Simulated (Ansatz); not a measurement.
## Zr: a fit and a missing row

Zr, P6_3/mmc, a = 3.234 Å, c = 5.167 Å. Ansatz: PBE, PAW, 420 eV, Γ-centred 18×18×8 mesh on 2 atoms, Gaussian smearing 0.10 eV; no spin polarisation. Shape and atoms are relaxed at each volume; pressure is positive in compression.

```
V (Å³/atom) P (GPa)
     21.993     6.36
     22.695     2.97
     23.397    -0.01
     24.099    -2.65
     24.801        ?
```

**Question.** Take V0 = 23.397 Å³/atom, count pressures from its P0 = -0.01 GPa, fit the third-order Birch–Murnaghan form to the other rows, and predict the missing pressure.

**Answer.** With the Eulerian strain f = ½[(V0/V)^(2/3) − 1] and y = (P − P0)/[3f(1 + 2f)^(5/2)], the form is the line y = B0 + 1.5 B0 (B0′ − 4) f. Rows (f, y): 0.02106, 90.9; 0.01026, 92.0; -0.00976, 94.7. Means f = 0.007187, y = 92.533; Σ(Δf)² = 0.0004891, ΣΔfΔy = -0.06102; the slope is their ratio. y = 93.43 − 124.8 f GPa, so B0 = 93.4 GPa and B0′ = 4 + 2 × (-124.8)/(3 × 93.43) = 3.11. At V = 24.801, f = -0.01905, y = 95.81 and P = -4.98 GPa. The run gave -4.97 GPa, so the fit is 0.01 GPa too low, within twice the rms miss on the fitted rows (0.006 GPa). The form still works here, 33 % of the fitted range beyond its end.